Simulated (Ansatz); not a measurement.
InSb (Pm-3m), trigonal deformation path

Level of theory: Ansatz 0.2.0, DFT PBE+D3(BJ), scalar-relativistic, plane waves, PAW. Settings: plane waves to 420 eV, k-mesh 14×14×14 (Γ-centred), Gaussian smearing 0.15 eV. No spin polarisation. Energies are free energies at this smearing, counted from the undisturbed cell; pressure is positive in compression.

Zero of the scan (as given, not relaxed at this level; it stands at -2.4 GPa; this CsCl-type form isn't the usual structure):

```yaml
crystal:
  lattice:
    - [3.80765, 0.00000, 0.00000]
    - [0.00000, 3.80765, 0.00000]
    - [0.00000, 0.00000, 3.80765]
  atoms:
    - { symbol: In, position: [0.00000, 0.00000, 0.00000] }
    - { symbol: Sb, position: [0.50000, 0.50000, 0.50000] }
```

At fixed volume and fractional coordinates, lengths along (0.577, 0.577, 0.577) are scaled against those across it; ρ is that ratio over its starting value. The cell is metallic on the mesh throughout. At ρ = 2.000 the cell becomes cubic (Fm-3m), and there the slope of the energy vanishes by symmetry.

ρ, ΔE (meV/atom) and a bar:
```
    0.500     3920.0 ##############################
    0.600     1487.4 ############
    0.710      446.3 ####
    0.850       64.3 #
    0.930        8.3 #
    1.000        0.0 #
    1.080        6.0 #
    1.200       26.1 #
    1.410       33.3 #
    1.700      -55.5
    2.000      -80.5
```

Cost: 11 runs of about 2.4 core-minutes in all, on Intel Xeon Processor @ 2.70GHz (shared hosts).